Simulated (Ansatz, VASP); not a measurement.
# Two plane-wave programs on BP

```
CELL_PARAMETERS angstrom
0.00000 2.26900 2.26900
2.26900 0.00000 2.26900
2.26900 2.26900 0.00000
ATOMIC_POSITIONS crystal
B 0.00000 0.00000 0.00000
P 0.75000 0.75000 0.75000
```

Alike in both runs: task single point; functional r2SCAN; k mesh 8 × 8 × 8; occupations gaussian, width 0.05 eV; no spin polarisation.

```csv
,VASP,Ansatz
version,VASP 6.6.1,Ansatz 0.2.0
potentials or method,"VASP PAW PBE potentials, release 64 (B, P)","scalar-relativistic, plane waves, PAW"
plane-wave cutoff (eV),520,500
valence electrons in the cell,8,8
```

```csv
,VASP,Ansatz,Ansatz less VASP
gap on the k mesh at the Fermi level (eV),1.48,1.45,-0.030
least direct gap on the mesh (eV),3.64,3.60,-0.040
pressure (GPa),-0.7,-0.1,+0.50
```

Caveats: the PAW data sets were made with another functional, which shifts forces and pressure a little (VASP). A k mesh can miss the band edges. r2SCAN opens gaps a little over a GGA but as a rule still falls short of measured ones.
